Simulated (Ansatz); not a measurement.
# How many bands does the GW gap of Al2O3 (Corundum) need?

How do accuracy and time trade against each other in G0W0 on Al2O3 (Corundum)?

Program: Ansatz 0.2.0. Level of theory: G0W0 on PBE, plane waves, PAW. Results are calculated unless marked as measured.

This is a report of a sequence of runs, with most program output left out.

### 1. The starting structure

Symmetry: R-3c, No. 167, trigonal system. The conventional cell has a = 4.760 Å, b = 4.760 Å, c = 12.996 Å, α = 90.00°, β = 90.00°, γ = 120.00°. Nearest to Al lie 6 O at 1.85 to 1.97 Å. O has 4 Al at 1.85 to 1.97 Å nearest. Farther neighbours and most contacts between anions are not listed.

As a file:

```cif
data_structure
_symmetry_space_group_name_H-M 'P 1'
_symmetry_Int_Tables_number 1
_cell_length_a 5.1302
_cell_length_b 5.1302
_cell_length_c 5.1302
_cell_angle_alpha 55.287
_cell_angle_beta 55.287
_cell_angle_gamma 55.287
_cell_volume 85.02
loop_
_atom_site_label
_atom_site_type_symbol
_atom_site_fract_x
_atom_site_fract_y
_atom_site_fract_z
_atom_site_occupancy
Al1 Al 0.35216 0.35216 0.35216 1
Al2 Al 0.14784 0.14784 0.14784 1
Al3 Al 0.64784 0.64784 0.64784 1
Al4 Al 0.85216 0.85216 0.85216 1
O5 O 0.55668 0.94332 0.25000 1
O6 O 0.25000 0.55668 0.94332 1
O7 O 0.94332 0.25000 0.55668 1
O8 O 0.44332 0.05668 0.75000 1
O9 O 0.75000 0.44332 0.05668 1
O10 O 0.05668 0.75000 0.44332 1
```

The cell and positions come from the Crystallography Open Database and are kept as given unless a step says otherwise. The default PAW set here is soft_2. Its files were made with PBE.

### 2. 76 empty bands, screening to 54 eV

Now the one-shot GW correction: screening in the RPA, then the self-energy of the levels asked for.

input.yaml reads:

```yaml
crystal:
  lattice:
    - [2.38025, 1.3742379782, 4.3318666667]
    - [-2.38025, 1.3742379782, 4.3318666667]
    - [0.0, -2.7484759565, 4.3318666667]
  atoms:
    - { symbol: Al, position: [0.35216, 0.35216, 0.35216] }
    - { symbol: Al, position: [0.14784, 0.14784, 0.14784] }
    - { symbol: Al, position: [0.64784, 0.64784, 0.64784] }
    - { symbol: Al, position: [0.85216, 0.85216, 0.85216] }
    - { symbol: O, position: [0.55668, 0.94332, 0.25] }
    - { symbol: O, position: [0.25, 0.55668, 0.94332] }
    - { symbol: O, position: [0.94332, 0.25, 0.55668] }
    - { symbol: O, position: [0.44332, 0.05668, 0.75] }
    - { symbol: O, position: [0.75, 0.44332, 0.05668] }
    - { symbol: O, position: [0.05668, 0.75, 0.44332] }
kpoints:
  mp_grid: { grid: [4, 4, 4] }
hamiltonian:
  xc: pbe
scf:
  occupations: { method: fixed }
gw:
  n_empty_bands: 76
  ecut_chi: 54
  qp_bands: [v3, c3]
  qp_kpoints: band_edges
  screening: { model: contour_deformation }
```

Run with:

```sh
ansatz run input.yaml --threads 3 --pin off --max-ram 92160MiB --backend cuda --events-out ev --progress --plain --runs-dir out --devices 1 --max-vram 13GiB  # rebuilt from the run's record
```

The job ended after 9.7 s (1 × NVIDIA H100 80GB HBM3 (shared by 6 runs) with 3 threads of AMD EPYC 7R13 (Zen 3), shared host; peak memory 1.1 GiB; 13 s of CPU time).

This step gave:

```yaml
bands_summed: 100
rpa_eps_infinity_on_this_mesh_eigenvalues: 3.105, 3.135, 3.135
plane_waves_in_the_screening_matrix: 71
q_points_in_the_mesh: 64
g0w0_gap_on_the_mesh: 8.589 eV
k_of_the_valence_top: 0, 0, 0
k_of_the_conduction_bottom: 0, 0, 0
starting_gap_on_the_mesh: 6.217 eV
z_at_the_valence_top: 0.8184
z_at_the_conduction_bottom: 0.8588
least_direct_g0w0_gap_on_the_computed_points: 8.589 eV
```

The gap on the mesh goes from 6.22 eV to 8.59 eV, a correction of +2.37 eV. Between the two edge states, bare exchange in place of the xc potential would open the gap by 10.78 eV, and correlation takes back 8.40 eV.

### 3. 216 empty bands, screening to 108 eV

Bands and screening cutoff are moved together, since each hides the error of the other.

input.yaml, as its differences from that of step 2:

```diff
@@ -23,4 +23,4 @@
 gw:
-  n_empty_bands: 76
-  ecut_chi: 54
+  n_empty_bands: 216
+  ecut_chi: 108
   qp_bands: [v3, c3]
```

It took 14 s on 1 × NVIDIA H100 80GB HBM3 (shared by 6 runs) with 3 threads; peak memory 1.2 GiB; 23 s of CPU time.

This step gave:

```yaml
bands_summed: 240
rpa_eps_infinity_on_this_mesh_eigenvalues: 3.078, 3.118, 3.118
plane_waves_in_the_screening_matrix: 211
q_points_in_the_mesh: 64
g0w0_gap_on_the_mesh: 8.764 eV
k_of_the_valence_top: 0, 0, 0
k_of_the_conduction_bottom: 0, 0, 0
starting_gap_on_the_mesh: 6.217 eV
z_at_the_valence_top: 0.8104
z_at_the_conduction_bottom: 0.8522
least_direct_g0w0_gap_on_the_computed_points: 8.764 eV
```

Against the run with 4×4×4 mesh, 76 empty bands, screening to 54 eV, the gap moves by +0.17 eV.

### 4. 466 empty bands, screening to 180 eV

input.yaml, as its differences from that of step 3:

```diff
@@ -23,4 +23,4 @@
 gw:
-  n_empty_bands: 216
-  ecut_chi: 108
+  n_empty_bands: 466
+  ecut_chi: 180.0
   qp_bands: [v3, c3]
```

Elapsed: 29 s, on 1 × NVIDIA H100 80GB HBM3 (shared by 6 runs) with 3 threads; peak memory 1.7 GiB.

This step gave:

* bands summed: 490
* RPA ε∞ on this mesh (eigenvalues): 3.058, 3.089, 3.089
* plane waves in the screening matrix: 465
* G0W0 gap on the mesh: 8.971 eV
* k of the valence top: 0, 0, 0
* k of the conduction bottom: 0, 0, 0
* starting gap on the mesh: 6.217 eV
* least direct G0W0 gap on the computed points: 8.971 eV

Against the run with 4×4×4 mesh, 216 empty bands, screening to 108 eV, the gap moves by +0.21 eV.

### 5. Changing the frequency model: 4×4×4 mesh, 466 empty bands, screening to 180 eV, plasmon pole

A plasmon pole stands in for the full frequency dependence of the screening; this run shows what that costs in accuracy.

input.yaml, as its differences from that of step 4:

```diff
@@ -27,2 +27,2 @@
   qp_kpoints: band_edges
-  screening: { model: contour_deformation }
+  screening: { model: godby_needs }
```

Wall time 42 s (1 × NVIDIA H100 80GB HBM3 (shared by 6 runs) with 3 threads); peak memory 3 GiB.

Numbers from this step:

```yaml
bands_summed: 490
plasmon_pole_fit_frequency: 27.90 eV
rpa_eps_infinity_on_this_mesh_eigenvalues: 3.058, 3.089, 3.089
plane_waves_in_the_screening_matrix: 465
g0w0_gap_on_the_mesh: 8.912 eV
k_of_the_valence_top: 0, 0, 0
k_of_the_conduction_bottom: 0, 0, 0
starting_gap_on_the_mesh: 6.217 eV
least_direct_g0w0_gap_on_the_computed_points: 8.912 eV
```

Against the run with 4×4×4 mesh, 466 empty bands, screening to 180 eV, the gap moves by −0.06 eV.

### 6. Changing the files and raising the bands: 4×4×4 mesh, 691 empty bands, screening to 234 eV, hard PAW files

Other atomic data (hard PAW) test the pseudisation: the cutoff goes from 420 to 930 eV and the valence electrons from 48 to 80, which opens shells that were frozen. Bands and screening cutoff change too, so the step is no clean test of the files.

input.yaml, as its differences from that of step 5:

```diff
@@ -20,2 +20,3 @@
   xc: pbe
+  pseudopotentials: { kind: paw, source: ansatz }
 scf:
@@ -23,6 +24,6 @@
 gw:
-  n_empty_bands: 466
-  ecut_chi: 180.0
+  n_empty_bands: 691
+  ecut_chi: 234.0
   qp_bands: [v3, c3]
   qp_kpoints: band_edges
-  screening: { model: godby_needs }
+  screening: { model: contour_deformation }
```

The job ended after 66 s (1 × NVIDIA H100 80GB HBM3 (shared by 6 runs) with 3 threads; peak memory 3.1 GiB; 90 s of CPU time).

This step gave:

* bands summed: 731
* RPA ε∞ on this mesh (eigenvalues): 3.085, 3.118, 3.118
* plane waves in the screening matrix: 683
* G0W0 gap on the mesh: 8.999 eV
* k of the valence top: 0, 0, 0
* k of the conduction bottom: 0, 0, 0
* starting gap on the mesh: 6.225 eV
* least direct G0W0 gap on the computed points: 8.999 eV

Against the run with 4×4×4 mesh, 466 empty bands, screening to 180 eV, the gap moves by +0.03 eV.

### 7. Convergence and cost

Times are wall times on 1 × NVIDIA H100 80GB HBM3 (shared by 6 runs) with 3 threads of AMD EPYC 7R13 (Zen 3), shared host, good to a factor of about two.

```
 mesh        files            frequency  bands summed  cutoff (eV)  start (eV)  G0W0 (eV)   time  host memory (GiB)
4×4×4  default PAW  contour deformation           100           54       6.217      8.589  9.7 s                1.1
4×4×4  default PAW  contour deformation           240          108       6.217      8.764   14 s                1.2
4×4×4  default PAW  contour deformation           490          180       6.217      8.971   29 s                1.7
4×4×4  default PAW         plasmon pole           490          180       6.217      8.912   42 s                3.0
4×4×4     hard PAW  contour deformation           731          234       6.225      8.999   66 s                3.1
```

The parts of the quasiparticle energy at the two band edges (eV; QP = start + Σx + Σc − Vxc):

```
      run               edge  start      Σx     Σc     Vxc     Z     QP
100 bands        valence top   7.75  -26.91   4.66  -21.39  0.82   6.88
100 bands  conduction bottom  13.97  -11.38  -3.74  -16.63  0.86  15.47
240 bands        valence top   7.75  -26.91   4.35  -21.39  0.81   6.57
240 bands  conduction bottom  13.97  -11.38  -3.88  -16.63  0.85  15.33
490 bands        valence top   7.75  -26.91   4.05  -21.39  0.81   6.27
490 bands  conduction bottom  13.97  -11.38  -3.97  -16.63  0.85  15.24
```

### 8. Results

```json
{
  "100 bands, 54 eV": "8.589 eV",
  "240 bands, 108 eV": "8.764 eV",
  "490 bands, 180 eV": "8.971 eV",
  "estimated limit in bands and cutoff": "9.17 eV",
  "mesh and start": "4×4×4, PBE"
}
```

A line in one over the bands through the two highest rungs gives 9.17 eV, +0.20 eV from the top rung; the pair below gives 8.89 eV, so the estimate is still climbing. The rungs stand 0.58 eV (100 bands), 0.41 eV (240 bands) and 0.20 eV (490 bands) from it. From 100 to 490 bands the gap moves by +0.38 eV while the time grows 2.9-fold. Σc changes by −0.61 eV at the valence top and −0.23 eV at the conduction bottom, so the valence edge carries most of the change. The plasmon-pole model gives −0.06 eV against contour deformation, 2 % of the correction, and saved no time in this program. With hard PAW files and 731 bands the gap is 9.00 eV; the line for the default PAW files gives 9.04 eV at that count, a difference of −0.04 eV that holds the line's own error too.

[Paths, hosts, dates, memory and timing lines, banners, echoed tables and standing remarks are left out of the program output.]

[Logs are printed without paths, hosts, clocks, repeated set-up lines and the standing remarks that a program may print on its own settings, such as how far it seeks lower states.]

[Runs of the session that timed out or met a known fault of the program may be left out.]

[Cells called generated may have been cut or substituted from an entry of the Crystallography Open Database or the Materials Project.]

[Hosts, paths, dates, database ids (printed as entryN), source tags and the programs' standing remarks are cut or masked in the printed files.]
